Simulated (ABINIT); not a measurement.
# ZnO (zincite) (P6_3mc) in ABINIT: single point with LDA

Aim: the single point of ZnO (zincite) with LDA.

Everything below comes from runs of ABINIT 10.8.3 (patched build). Logs are shortened: lines on timing, memory, paths and dates and some standing lists are left out, and cuts for length are marked. The log counts tension as positive stress, the text compression.

## Step 1: The structure

The structure is hexagonal, space group P6_3mc (No. 186). The conventional cell has a = 3.249 Å, b = 3.249 Å, c = 5.206 Å, α = 90.00°, β = 90.00°, γ = 120.00°. Zn (site symmetry 3m) is surrounded by 4 O at 1.97 to 1.98 Å. O (site symmetry 3m) is surrounded by 4 Zn at 1.97 to 1.98 Å.

## Step 2: Single point, LDA

Contents of run.abi:

```
pp_dirpath "./"
pseudos "Zn.upf, O.upf"

acell 6.1403022146 6.1403022145 9.8373642945
rprim
     1.0000000000     0.0000000000     0.0000000000
    -0.5000000000     0.8660254038     0.0000000000
     0.0000000000     0.0000000000     1.0000000000
ntypat 2
znucl 30 8
natom 4
typat 1 1 2 2
xcart
     3.0701511076     1.7725525680     0.0000000000
    -0.0000000003     3.5451051366     4.9186821472
    -0.0000000003     3.5451051366     8.6471415885
     3.0701511076     1.7725525680     3.7284594413

ecut 36.0

kptopt 1
ngkpt 7 7 4
nshiftk 1
shiftk 0.0 0.0 0.0

ixc 7

nband 32
occopt 3
tsmear 0.05 eV

nstep 100
tolvrs 1.0e-10

iomode 3
prtwf 0
prtden 0
prteig 0
prtebands 0
enunit 2
prtvol 2
```

Potentials or basis: PseudoDojo NC SR LDA v0.4.1 standard.

Command:

```
$ mpirun --bind-to none -np 4 abinit run.abi > log 2>&1
```

run.abo:

```text
.Version 10.8.3 of ABINIT
 Symmetries : space group P6_3 m c (#186); Bravais hP (primitive hexag.)
================================================================================
 Values of the parameters that define the memory need of the present run
     intxc =       0    ionmov =       0      iscf =       7    lmnmax =       6
     lnmax =       6     mgfft =      54  mpssoang =       3    mqgrid =    3001
     natom =       4  nloc_mem =       1    nspden =       1   nspinor =       1
    nsppol =       1      nsym =      12    n1xccc =    2501    ntypat =       2
    occopt =       3   xclevel =       1
       mpw =        3333          nfft =       69984          nkpt =          24
================================================================================
================================================================================

--------------------------------------------------------------------------------
------------- Echo of variables that govern the present computation ------------
--------------------------------------------------------------------------------
 -outvars: echo values of preprocessed input variables --------
            acell      6.1403022146E+00  6.1403022145E+00  9.8373642945E+00 Bohr
              amu      6.53900000E+01  1.59994000E+01
             ecut      3.60000000E+01 Hartree
           enunit           2
              ixc           7
         kptrlatt        7    0    0      0    7    0      0    0    4
          kptrlen      3.93494572E+01
            natom           4
            nband          32
            ngfft          36      36      54
             nkpt          24
            nstep         100
             nsym          12
           ntypat           2
           occopt           3
           prtden           0
        prtebands           0
           prteig           0
           prtvol           2
            prtwf           0
            rprim      1.0000000000E+00  0.0000000000E+00  0.0000000000E+00
                      -5.0000000000E-01  8.6602540380E-01  0.0000000000E+00
                       0.0000000000E+00  0.0000000000E+00  1.0000000000E+00
          spgroup         186
           tolvrs      1.00000000E-10
           tsmear      1.83746611E-03 Hartree
            typat      1  1  2  2
           xangst      1.6246539989E+00  9.3799442357E-01 -2.6459553198E-11
                       4.4094165526E-12  1.8759888472E+00  2.6028544982E+00
                       4.4094165526E-12  1.8759888472E+00  4.5758702650E+00
                       1.6246539989E+00  9.3799442357E-01  1.9730157667E+00
            xcart      3.0701511073E+00  1.7725525682E+00 -5.0001308959E-11
                       8.3325896595E-12  3.5451051364E+00  4.9186821472E+00
                       8.3325896595E-12  3.5451051364E+00  8.6471415885E+00
                       3.0701511073E+00  1.7725525682E+00  3.7284594412E+00
             xred      6.6666666665E-01  3.3333333332E-01 -5.0827952958E-12
                       3.3333333332E-01  6.6666666665E-01  4.9999999999E-01
                       3.3333333332E-01  6.6666666665E-01  8.7901000000E-01
                       6.6666666665E-01  3.3333333332E-01  3.7901000000E-01
            znucl       30.00000    8.00000

================================================================================

 chkinp: Checking input parameters for consistency.

================================================================================
== DATASET  1 ==================================================================

--- !DatasetInfo
iteration_state: {dtset: 1, }
dimensions: {natom: 4, nkpt: 24, mband: 32, nsppol: 1, nspinor: 1, nspden: 1, mpw: 3333, }
cutoff_energies: {ecut:  36.0, pawecutdg:  -1.0, }
electrons: {nelect:   5.20000000E+01, charge:   0.00000000E+00, occopt:   3.00000000E+00, tsmear:   1.83746611E-03, }
meta: {optdriver: 0, ionmov: 0, optcell: 0, iscf: 7, paral_kgb: 0, }
...

 Exchange-correlation functional for the present dataset will be:
  LDA: Perdew-Wang 92 LSD fit to Ceperley-Alder data - ixc=7
  J.P.Perdew and Y.Wang, PRB 45, 13244 (1992)

 Real(R)+Recip(G) space primitive vectors, cartesian coordinates (Bohr,Bohr^-1):
 R(1)=  6.1403022  0.0000000  0.0000000  G(1)=  0.1628584  0.0940264  0.0000000
 R(2)= -3.0701511  5.3176577  0.0000000  G(2)=  0.0000000  0.1880527  0.0000000
 R(3)=  0.0000000  0.0000000  9.8373643  G(3)=  0.0000000  0.0000000  0.1016532
 Unit cell volume ucvol=  3.2120987E+02 bohr^3
 Angles (23,13,12)=  9.00000000E+01  9.00000000E+01  1.20000000E+02 degrees

[... 223 lines left out ...]
    3      0.00000000000441     1.87598884718003     4.57587026498144
    4      1.62465399890518     0.93799442356800     1.97301576674712

 cartesian forces (hartree/bohr) at end:
    1     -0.00000000000000     0.00000000000000    -0.00100453318646
    2     -0.00000000000000     0.00000000000000    -0.00100453318646
    3      0.00000000000000    -0.00000000000000     0.00100453318646
    4      0.00000000000000    -0.00000000000000     0.00100453318646
 frms,max,avg= 5.7996751E-04 1.0045332E-03   0.000E+00  0.000E+00  2.667E-07 h/b

 cartesian forces (eV/Angstrom) at end:
    1     -0.00000000000000     0.00000000000000    -0.05165517333130
    2     -0.00000000000000     0.00000000000000    -0.05165517333130
    3      0.00000000000000    -0.00000000000000     0.05165517333130
    4      0.00000000000000    -0.00000000000000     0.05165517333130
 frms,max,avg= 2.9823128E-02 5.1655173E-02   0.000E+00  0.000E+00  1.371E-05 e/A
 length scales=  6.140302214600  6.140302214500  9.837364294500 bohr
              =  3.249307997819  3.249307997766  5.205708996469 angstroms
 Fermi (or HOMO) energy (hartree) =   0.15004   Average Vxc (hartree)=  -0.43485
 Eigenvalues (hartree) for nkpt=  24  k points:
 kpt#   1, nband= 32, wtk=  0.00510, kpt=  0.0000  0.0000  0.0000 (reduced coord)
  -4.37310   -4.37310   -2.70591   -2.70579   -2.70578   -2.70578   -2.70575   -2.70575
  -0.51690   -0.48829   -0.07753   -0.07753   -0.07614   -0.07300   -0.07040   -0.07040
  -0.03581   -0.03581   -0.02789   -0.02789   -0.01733    0.10460    0.10460    0.13189
   0.13445    0.13445    0.16352    0.32309    0.43391    0.60150    0.60150    0.64739
      occupation numbers for kpt#   1
   2.00000    2.00000    2.00000    2.00000    2.00000    2.00000    2.00000    2.00000
   2.00000    2.00000    2.00000    2.00000    2.00000    2.00000    2.00000    2.00000
   2.00000    2.00000    2.00000    2.00000    2.00000    2.00000    2.00000    1.99990
   1.99959    1.99959    0.00130    0.00000    0.00000    0.00000    0.00000    0.00000
 kpt#   2, nband= 32, wtk=  0.03061, kpt=  0.1429  0.0000  0.0000 (reduced coord)
  -4.37310   -4.37310   -2.70590   -2.70579   -2.70579   -2.70579   -2.70577   -2.70576
  -0.51266   -0.48648   -0.08170   -0.07531   -0.07403   -0.07112   -0.06712   -0.06646
  -0.03746   -0.03592   -0.02754   -0.02444   -0.01815    0.07853    0.09484    0.09980
   0.12679    0.12926    0.20766    0.35174    0.43334    0.53962    0.60175    0.60844
      occupation numbers for kpt#   2
   2.00000    2.00000    2.00000    2.00000    2.00000    2.00000    2.00000    2.00000
[... 208 lines left out ...]
      occupation numbers for kpt#  23
   2.00000    2.00000    2.00000    2.00000    2.00000    2.00000    2.00000    2.00000
   2.00000    2.00000    2.00000    2.00000    2.00000    2.00000    2.00000    2.00000
   2.00000    2.00000    2.00000    2.00000    2.00000    2.00000    2.00000    2.00000
   2.00000    2.00000    0.00000    0.00000    0.00000    0.00000    0.00000    0.00000
 kpt#  24, nband= 32, wtk=  0.03061, kpt=  0.2857  0.2857  0.5000 (reduced coord)
  -4.37310   -4.37310   -2.70587   -2.70587   -2.70582   -2.70582   -2.70579   -2.70579
  -0.48395   -0.48395   -0.08153   -0.08153   -0.06785   -0.06785   -0.05325   -0.05325
  -0.03315   -0.03315   -0.01877   -0.01877   -0.00053   -0.00053    0.04155    0.04155
   0.08898    0.08898    0.39246    0.39246    0.44632    0.44632    0.46886    0.46886
      occupation numbers for kpt#  24
   2.00000    2.00000    2.00000    2.00000    2.00000    2.00000    2.00000    2.00000
   2.00000    2.00000    2.00000    2.00000    2.00000    2.00000    2.00000    2.00000
   2.00000    2.00000    2.00000    2.00000    2.00000    2.00000    2.00000    2.00000
   2.00000    2.00000    0.00000    0.00000    0.00000    0.00000    0.00000    0.00000
 Fermi (or HOMO) energy (eV) =   4.08283   Average Vxc (eV)= -11.83284
 Eigenvalues (   eV  ) for nkpt=  24  k points:
 kpt#   1, nband= 32, wtk=  0.00510, kpt=  0.0000  0.0000  0.0000 (reduced coord)
-118.99818 -118.99799  -73.63150  -73.62816  -73.62798  -73.62798  -73.62716  -73.62716
 -14.06569  -13.28710   -2.10979   -2.10979   -2.07183   -1.98646   -1.91571   -1.91571
  -0.97444   -0.97444   -0.75902   -0.75902   -0.47168    2.84631    2.84631    3.58897
   3.65861    3.65861    4.44973    8.79170   11.80729   16.36760   16.36760   17.61626
 kpt#   2, nband= 32, wtk=  0.03061, kpt=  0.1429  0.0000  0.0000 (reduced coord)
-118.99815 -118.99798  -73.63122  -73.62833  -73.62827  -73.62820  -73.62781  -73.62755
 -13.95017  -13.23772   -2.22330   -2.04932   -2.01455   -1.93534   -1.82652   -1.80860
  -1.01940   -0.97746   -0.74952   -0.66500   -0.49389    2.13683    2.58061    2.71581
   3.45002    3.51739    5.65083    9.57126   11.79189   14.68392   16.37450   16.55656
 kpt#   3, nband= 32, wtk=  0.03061, kpt=  0.2857  0.0000  0.0000 (reduced coord)
-118.99809 -118.99796  -73.63073  -73.62923  -73.62870  -73.62847  -73.62829  -73.62755
 -13.66624  -13.13907   -2.38433   -2.03159   -1.93323   -1.78481   -1.59204   -1.43351
  -1.09048   -0.93243   -0.73219   -0.57194   -0.35450    0.80791    1.67758    1.97975
   3.02782    3.17725    7.32434   10.86346   11.65310   12.73542   14.85868   16.31460
 kpt#   4, nband= 32, wtk=  0.03061, kpt=  0.4286  0.0000  0.0000 (reduced coord)
-118.99803 -118.99796  -73.63029  -73.62997  -73.62958  -73.62873  -73.62873  -73.62778
[... 88 lines left out ...]
 kpt#  22, nband= 32, wtk=  0.06122, kpt=  0.2857  0.1429  0.5000 (reduced coord)
-118.99800 -118.99800  -73.63037  -73.63037  -73.62875  -73.62875  -73.62808  -73.62808
 -13.27259  -13.27259   -2.42248   -2.42248   -1.78825   -1.78825   -1.63829   -1.63829
  -0.82816   -0.82816   -0.72618   -0.72618    0.39025    0.39025    1.91146    1.91146
   2.37413    2.37413    9.40388    9.40388   12.37522   12.37522   14.25812   14.25812
 kpt#  23, nband= 32, wtk=  0.03061, kpt=  0.4286  0.1429  0.5000 (reduced coord)
-118.99798 -118.99798  -73.63062  -73.63062  -73.62890  -73.62890  -73.62823  -73.62823
 -13.18792  -13.18792   -2.39054   -2.39054   -1.72269   -1.72269   -1.50883   -1.50883
  -0.83596   -0.83596   -0.57914   -0.57914   -0.13980   -0.13980    1.64450    1.64450
   2.39074    2.39074    9.87722    9.87722   12.00222   12.00222   13.90620   13.90620
 kpt#  24, nband= 32, wtk=  0.03061, kpt=  0.2857  0.2857  0.5000 (reduced coord)
-118.99798 -118.99798  -73.63055  -73.63055  -73.62909  -73.62909  -73.62834  -73.62834
 -13.16898  -13.16898   -2.21843   -2.21843   -1.84619   -1.84619   -1.44905   -1.44905
  -0.90213   -0.90213   -0.51082   -0.51082   -0.01429   -0.01429    1.13051    1.13051
   2.42128    2.42128   10.67925   10.67925   12.14494   12.14494   12.75837   12.75837
 Total charge density [el/Bohr^3]
)     Maximum=    4.4128E+00  at reduced coord.    0.3333    0.6667    0.5556
)Next maximum=    4.4128E+00  at reduced coord.    0.6667    0.3333    0.0556
)     Minimum=    3.4670E-03  at reduced coord.    0.0000    0.0000    0.2037
)Next minimum=    3.4670E-03  at reduced coord.    0.0000    0.0000    0.7037
   Integrated=    5.2000E+01

--- !EnergyTerms
iteration_state     : {dtset: 1, }
comment             : Components of total free energy in Hartree
kinetic             :  2.06984646517142E+02
hartree             :  1.62619456270834E+02
xc                  : -5.25869066999027E+01
Ewald energy        : -2.53713067355271E+02
psp_core            :  1.06865146521651E+01
local_psp           : -4.23122420215926E+02
non_local_psp       : -1.01783169588928E+02
internal            : -4.50914946419887E+02
'-kT*entropy'       : -2.28753166036894E-07
total_energy        : -4.50914946648640E+02
total_energy_eV     : -1.22700207773421E+04
band_energy         : -5.22801915032818E+01
...

 Cartesian components of stress tensor (hartree/bohr^3)
  sigma(1 1)=  4.00603244E-04  sigma(3 2)=  0.00000000E+00
  sigma(2 2)=  4.00603244E-04  sigma(3 1)=  0.00000000E+00
  sigma(3 3)=  3.43401174E-04  sigma(2 1)= -3.16585396E-13

-Cartesian components of stress tensor (GPa)         [Pressure= -1.1225E+01 GPa]
- sigma(1 1)=  1.17861543E+01  sigma(3 2)=  0.00000000E+00
- sigma(2 2)=  1.17861543E+01  sigma(3 1)=  0.00000000E+00
- sigma(3 3)=  1.01032113E+01  sigma(2 1)= -9.31426392E-09

== END DATASET(S) ==============================================================
================================================================================

 -outvars: echo values of variables after computation  --------
            acell      6.1403022146E+00  6.1403022145E+00  9.8373642945E+00 Bohr
           etotal     -4.5091494665E+02
            fcart     -1.4368545765E-24  8.2982155618E-25 -1.0045331865E-03
                      -1.4368545765E-24  8.2982155618E-25 -1.0045331865E-03
                       1.4368545765E-24 -8.2870756580E-25  1.0045331865E-03
                       1.4368545765E-24 -8.3093554655E-25  1.0045331865E-03
            rprim      1.0000000000E+00  0.0000000000E+00  0.0000000000E+00
                      -5.0000000000E-01  8.6602540380E-01  0.0000000000E+00
                       0.0000000000E+00  0.0000000000E+00  1.0000000000E+00
           strten      4.0060324370E-04  4.0060324358E-04  3.4340117371E-04
                       0.0000000000E+00  0.0000000000E+00 -3.1658539577E-13
           xangst      1.6246539989E+00  9.3799442357E-01 -2.6459553198E-11
                       4.4094165526E-12  1.8759888472E+00  2.6028544982E+00
                       4.4094165526E-12  1.8759888472E+00  4.5758702650E+00
                       1.6246539989E+00  9.3799442357E-01  1.9730157667E+00
             xred      6.6666666665E-01  3.3333333332E-01 -5.0827952958E-12
                       3.3333333332E-01  6.6666666665E-01  4.9999999999E-01
                       3.3333333332E-01  6.6666666665E-01  8.7901000000E-01
                       6.6666666665E-01  3.3333333332E-01  3.7901000000E-01
 Calculation completed.
```

Wall time 39 s (4 MPI ranks of Intel Xeon Platinum 8259CL at 2.50GHz (Skylake/Cascade Lake), shared host); peak memory 0.28 GiB.

What came out:

```
Free energy                                           : -12270.0208 eV
Largest force                                         : 0.052 eV/Å
Band gap on the k mesh                                : 0.79 eV, direct
Valence electrons inside the program's atomic spheres : Zn 18.17; O 6.21
```

Forces in eV/Å, atoms in the order of the input:
```
Zn   0.000  0.000 -0.052
Zn   0.000  0.000 -0.052
O    0.000  0.000  0.052
O    0.000  0.000  0.052
```

Caveat: the cutoff is too short for stress, so the log's stress isn't used. LDA gaps usually lie below the measured ones, often by a third to a half.
